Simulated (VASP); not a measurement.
Crystal: BeS.

```
S Be
1.0
     0.00000    2.42500    2.42500
     2.42500    0.00000    2.42500
     2.42500    2.42500    0.00000
S Be
1 1
Cartesian
  3.6375 3.6375 3.6375
  0.0000 0.0000 0.0000
```

Base run:

* Program: VASP 6.6.1
* Functional: HSE06
* Potentials or basis: VASP PAW PBE potentials, release 64 (S, Be)
* Cutoff: 520 eV
* k mesh: 6 × 6 × 6
* Occupations: gaussian, width 0.02 eV
* Spin: no spin polarisation

Its results: band gap on the k mesh 4.07 eV, indirect (least direct gap 6.89 eV); pressure 0.1 GPa.

Question: The run is repeated on the same cell with these changes: functional from HSE06 to PBE0. What comes out?

Answer: Band gap on the k mesh 4.76 eV, indirect (least direct gap 7.60 eV); pressure 0.1 GPa.

Caveats: the PAW data sets were made with another functional, which shifts forces and pressure a little.
